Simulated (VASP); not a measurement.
# Al in VASP: further runs, part 2 of 2

VASP 6.6.1. Earlier steps stand in the parts before.

## 4. Single point, PBEsol

INCAR

```
PREC = Accurate
ENCUT = 520
EDIFF = 1E-7
ISMEAR = 1
SIGMA = 0.1
LREAL = F
LASPH = T
NELM = 80
ALGO = Fast
ISIF = 2
LWAVE = F
LCHARG = F
LDIPOL = T
IDIPOL = 3
DIPOL = 0.5 0.5 0.500
GGA = PS
NBANDS = 18
LVHAR = T
LVACPOTAV = T
ICORELEVEL = 1
KPAR = 2
```

KPOINTS

```
regular mesh
0
Gamma
  15 15 1
```

POSCAR

```
Al                                      
1.0
    2.8394891000      0.0000000000      0.0000000000
   -1.4197445500      2.4590697000      0.0000000000
    0.0000000000      0.0000000000     26.5921657200
  Al            
     6
Direct
     0.6666666699999979    0.3333333300000021    0.2810585254259091
     0.3333333300000021    0.6666666699999979    0.3687957886705033
     0.0000000000000000    0.0000000000000000    0.4562905940348298
     0.6666666699999979    0.3333333300000021    0.5437094059651703
     0.3333333300000021    0.6666666699999979    0.6312042113294967
     0.0000000000000000    0.0000000000000000    0.7189414745740909
```

Potentials or basis: VASP PAW PBE potentials, release 64 (Al).

On the command line:

```sh
$ cat potpaw_PBE.64/Al/POTCAR > POTCAR
$ mpirun -np 2 vasp_std > vasp.out
```

OUTCAR:

```text
PREC = Accurate
   ENCUT = 520
   EDIFF = 1E-7
   ISMEAR = 1
   LREAL = F
   LASPH = T
   NELM = 80
   ISIF = 2
   GGA = PS

 ion  position               nearest neighbor table
   1  0.667  0.333  0.281-   2 2.85   2 2.85   2 2.85
   2  0.333  0.667  0.369-   3 2.85   3 2.85   3 2.85   1 2.85   1 2.85   1 2.85
   3  0.000  0.000  0.456-   4 2.84   4 2.84   4 2.84   2 2.85   2 2.85   2 2.85
   4  0.667  0.333  0.544-   3 2.84   3 2.84   3 2.84   5 2.85   5 2.85   5 2.85
   5  0.333  0.667  0.631-   4 2.85   4 2.85   4 2.85   6 2.85   6 2.85   6 2.85
   6  0.000  0.000  0.719-   5 2.85   5 2.85   5 2.85

  LATTYP: Found a hexagonal cell.
 ALAT       =     2.8394891000
 C/A-ratio  =     9.3651233667

  Lattice vectors:

 A1 = (   2.8394891000,   0.0000000000,   0.0000000000)
 A2 = (  -1.4197445500,   2.4590697000,   0.0000000000)
 A3 = (   0.0000000000,   0.0000000000,  26.5921657200)

Analysis of symmetry for initial positions (statically):
=====================================================================
 Subroutine PRICEL returns:
 Original cell was already a primitive cell.

 Routine SETGRP: Setting up the symmetry group for a
 hexagonal supercell.

 Subroutine GETGRP returns: Found 12 space group operations
 (whereof  6 operations were pure point group operations)
 out of a pool of 24 trial point group operations.

The static configuration has the point symmetry C_3v.
 The point group associated with its full space group is D_3d.

Analysis of symmetry for dynamics (positions and initial velocities):
=====================================================================
 Subroutine PRICEL returns:
 Original cell was already a primitive cell.

 Routine SETGRP: Setting up the symmetry group for a
 hexagonal supercell.

 Subroutine GETGRP returns: Found 12 space group operations
[... 145 lines left out ...]
 Methfessel and Paxton  Order N= 1 SIGMA  =   0.10
  energy-cutoff  :      520.00
  volume of cell :      185.68
 maximum number of plane-waves:      5034
 NGX is ok and might be reduce to    24
   NGX = 11   NGY = 11   NGZ = 99

 number of electron      18.0000000 magnetization

 dipolmoment           0.000000      0.000000      0.000000 electrons x Angstroem

 Free energy of the ion-electron system (eV)
  ---------------------------------------------------
  ext. energy  EPLUGINS =         0.00000000
  ---------------------------------------------------
  free energy    TOTEN  =       -23.71618527 eV

  energy without entropy =      -23.71607504  energy(sigma->0) =      -23.71614853

 the core state eigenenergies are
   1-  1s  -1503.8489  2s   -101.0450  2p    -62.5076
   2-  1s  -1503.7126  2s   -100.9675  2p    -62.4262
   3-  1s  -1503.7289  2s   -100.9769  2p    -62.4360
   4-  1s  -1503.7289  2s   -100.9769  2p    -62.4360
   5-  1s  -1503.7126  2s   -100.9675  2p    -62.4262
   6-  1s  -1503.8489  2s   -101.0450  2p    -62.5076

 E-fermi :   2.3702     XC(G=0):  -6.0950

 val. band max:        2.3556698087   @ k =   0.2667   0.2667   0.0000
 cond. band min:       2.4113129919   @ k =   0.2667   0.2000   0.0000
 fundamental gap:      0.0556431832
 Fermi energy:         2.3701965859

 k-point     1 :       0.0000    0.0000    0.0000
  band No.  band energies     occupation
      1      -8.6877      2.00000
      2      -8.1750      2.00000
      3      -7.3523      2.00000
      4      -6.2417      2.00000
      5      -4.8441      2.00000
      6      -3.1498      2.00000
[... 481 lines left out ...]
      5      -0.8142      2.00000
      6      -0.6992      2.00000
[... 10 lines left out ...]
     17       5.0885      0.00000
     18       5.1914      0.00000

 [... further k-points ...]

------------------------ aborting loop because EDIFF is reached ----------------------------------------

  FORCE on cell =-STRESS in cart. coord.  units (eV):
  Direction    XX          YY          ZZ          XY          YZ          ZX
  --------------------------------------------------------------------------------------
  -------------------------------------------------------------------------------------
  Total       -1.2604854     -1.2604854      0.0584015     -0.0000000      0.0000000      0.0000000
  in kB      -10.8763621    -10.8763621      0.5039299     -0.0000000      0.0000000      0.0000000
  external PRESSURE =      -7.0829314 kB  Pullay stress =       0.0000000 kB

 VOLUME and BASIS-vectors are now :
 -----------------------------------------------------------------------------
  energy-cutoff  :      520.00
  volume of cell :      185.68
      direct lattice vectors                 reciprocal lattice vectors
     2.839489100  0.000000000  0.000000000     0.352176031  0.203328926  0.000000000
    -1.419744550  2.459069700  0.000000000     0.000000000  0.406657851  0.000000000
     0.000000000  0.000000000 26.592165720     0.000000000  0.000000000  0.037605060

 POSITION                                       TOTAL-FORCE (eV/Angst)
 -----------------------------------------------------------------------------------
      1.41974      0.81969      7.47395         0.000000     -0.000000     -0.002828
     -0.00000      1.63938      9.80708         0.000000     -0.000000     -0.003048
      0.00000      0.00000     12.13376        -0.000000     -0.000000     -0.004302
      1.41974      0.81969     14.45841         0.000000      0.000000      0.004302
     -0.00000      1.63938     16.78509        -0.000000      0.000000      0.003048
      0.00000      0.00000     19.11821        -0.000000      0.000000      0.002828
 -----------------------------------------------------------------------------------
    total drift:                                0.000000     -0.000000      0.000000

  FREE ENERGIE OF THE ION-ELECTRON SYSTEM (eV)
  ---------------------------------------------------
  free  energy   TOTEN  =       -23.7161852730 eV

  energy  without entropy=      -23.7160750409  energy(sigma->0) =      -23.71614853

 vacuum level on the upper side and lower side of the slab         6.433         6.433
```

Wall time 48 s (2 MPI ranks of Intel Xeon 6975P-C (Granite Rapids), shared host); peak memory 0.32 GiB.

What came out:

```yaml
Free_energy: -23.7162 eV
Largest_force: 0.004 eV/Å
Band_gap_on_the_k_mesh: none (metal or under the smearing width)
Work_function_of_the_upper_face: 4.06 eV
Work_function_of_the_lower_face: 4.06 eV
```

Forces in eV/Å, atoms in the order of the input:
```
Al   0.000  0.000 -0.003
Al   0.000  0.000 -0.003
Al   0.000  0.000 -0.004
Al   0.000  0.000  0.004
Al   0.000  0.000  0.003
Al   0.000  0.000  0.003
```

Levels at points of the mesh, in eV from the Fermi level:
| k point | band 6 | band 7 | band 8 | band 9 | band 10 | band 11 |
| --- | --- | --- | --- | --- | --- | --- |
| (0.00, 0.00, 0.00) | -5.52 | -3.80 | -1.71 | 0.39 | 2.32 | 3.52 |

Core levels (eV, on the scale of the bands):
```csv
atom,levels
1 Al,"1s -1503.8, 2s -101.0, 2p -62.5"
2 Al,"1s -1503.7, 2s -101.0, 2p -62.4"
3 Al,"1s -1503.7, 2s -101.0, 2p -62.4"
4 Al,"1s -1503.7, 2s -101.0, 2p -62.4"
5 Al,"1s -1503.7, 2s -101.0, 2p -62.4"
6 Al,"1s -1503.8, 2s -101.0, 2p -62.5"
```

Caveat: the PAW data sets were made with another functional, which shifts forces and pressure a little.
